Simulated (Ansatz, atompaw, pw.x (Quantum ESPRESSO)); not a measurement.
## pw.x on bcc H: one setting changed

Potential: PAW, atompaw 4.2.0.5, PBE; core none, reference 1s1; waves: 1s (bound): rc 1.50 bohr; 1s channel at -0.35 Ry: rc 1.50 bohr; 2p channel at 0.2 Ry: rc 1.50 bohr; 2p channel at 0.7 Ry: rc 1.50 bohr; local part: troulliermartins scheme with l = 2 at 0.5 Ry, radius 1.00 bohr; core correction: none; augmentation: gaussian compensation charge, radius 1.10 bohr; PAW radius 1.50 bohr; waves and projectors: custom polynom2 7 10 vanderbiltortho.

The reference run (k-mesh 18³, cutoffs 40/400 Ry, Fermi–Dirac 0.01 Ry, mixing_beta 0.4, conv_thr 1e-9, no spin) gives -2.14 GPa at 3.033 Å³/atom, where all-electron LAPW gives -2.27 GPa. This run, with its own iteration cap, changes tot_charge to -2, a wrong or extreme entry chosen on purpose.

```
&control
  calculation='scf', prefix='x', pseudo_dir='./', outdir='./tmp', tstress=.true., disk_io='none'
/
&system
  ibrav=0, nat=1, ntyp=1, ecutwfc=40, ecutrho=400, nbnd=7,
  occupations='smearing', smearing='fd', degauss=0.01, tot_charge=-2
/
&electrons
  conv_thr=1e-09, mixing_beta=0.4, electron_maxstep=70
/
ATOMIC_SPECIES
H 1.0 H.UPF
CELL_PARAMETERS angstrom
  -0.91187954 0.91187954 0.91187954
  0.91187954 -0.91187954 0.91187954
  0.91187954 0.91187954 -0.91187954
ATOMIC_POSITIONS crystal
H 0.0000 0.0000 0.0000
K_POINTS automatic
18 18 18 0 0 0
```

```bash
pw.x < H.scf.in > H.scf.out
```

How does the run end?

It converges in 6 iterations; the free energy moves by +23.31 eV/atom and the pressure by +1463.26 GPa. The cell is charged against a uniform background, so energy and pressure depend on the zero of the potential and are not those of the crystal.

```
Message from routine setup:
     using ibrav=0 with symmetry is DISCOURAGED, use correct ibrav instead
     lattice parameter (alat)  =       2.9847  a.u.
     unit-cell volume          =      20.4677 (a.u.)^3
     number of electrons       =         3.00
     number of Kohn-Sham states=            7
     kinetic-energy cutoff     =      40.0000  Ry
     charge density cutoff     =     400.0000  Ry
     scf convergence threshold =      1.0E-09
     Exchange-correlation= SLA PW PBX PBC
     number of k points=   195  Fermi-Dirac smearing, width (Ry)=  0.0100
     iteration #  1     ecut=    40.00 Ry     beta= 0.40
     total energy              =       0.64719027 Ry
     estimated scf accuracy    <       0.01113208 Ry
     iteration #  2     ecut=    40.00 Ry     beta= 0.40
     total energy              =       0.63957738 Ry
     estimated scf accuracy    <       0.00242718 Ry
     iteration #  3     ecut=    40.00 Ry     beta= 0.40
     total energy              =       0.63822881 Ry
     estimated scf accuracy    <       0.00002078 Ry
     iteration #  4     ecut=    40.00 Ry     beta= 0.40
     total energy              =       0.63817616 Ry
     estimated scf accuracy    <       0.00000616 Ry
     iteration #  5     ecut=    40.00 Ry     beta= 0.40
     total energy              =       0.63817613 Ry
     estimated scf accuracy    <       0.00000028 Ry
     iteration #  6     ecut=    40.00 Ry     beta= 0.40
     the Fermi energy is    19.4769 ev
!    total energy              =       0.63817610 Ry
     estimated scf accuracy    <          7.3E-10 Ry
     smearing contrib. (-TS)   =      -0.00064930 Ry
     The total energy is F=E-TS. E is the sum of the following terms:
     one-electron contribution =       4.34952641 Ry
     hartree contribution      =       0.14782126 Ry
     xc contribution           =      -2.78234710 Ry
     ewald contribution        =      -1.05595055 Ry
     one-center paw contrib.   =      -0.02022461 Ry
     convergence has been achieved in   6 iterations
          total   stress  (Ry/bohr**3)                   (kbar)     P=    14611.19
     Message from routine punch:
     Nothing written, as per user request (disk_io='none')
```

The run took about 1.7 s on one core of a shared host (AMD EPYC 9R45 96-Core Processor, 96 threads, 376 GiB, load 45).
